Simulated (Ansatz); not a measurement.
Cubic perovskite BaSnO3 was calculated with r²SCAN+rVV10 (plane waves, PAW; Ansatz, a program for electronic structure).

Settings: plane-wave cutoff 560 eV, 8×8×8 k mesh, Fermi–Dirac smearing 0.01 eV, scalar-relativistic PAW data made under PBE.

Results at a series of volumes:

```tsv
V (Å³/atom)	E − E_lowest (meV/atom)	P (GPa)
13.131	28.88	11.71
13.410	12.33	7.35
13.690	2.96	3.46
13.969	0.00	0.00
14.249	2.74	-3.09
14.528	10.57	-5.84
14.807	22.91	-8.28
```

Estimate the bulk modulus and its pressure derivative from these points.

V0 = 13.969 Å³/atom, B0 = 163 GPa, B′ = 4.8 (fit to the energies at full precision).

Measured, for comparison: equilibrium volume per atom 13.95 Å³/atom (temperature not stated, no zero-point or thermal correction; as tabulated in Lee et al. (2017), arXiv:1707.09778). Computed (rounded) less measured: equilibrium volume per atom +0.1 %.

Spin–orbit coupling is not included.

Computed values are for the static lattice.

Cost on a shared machine: about 2.4 core-minutes (a rough figure).
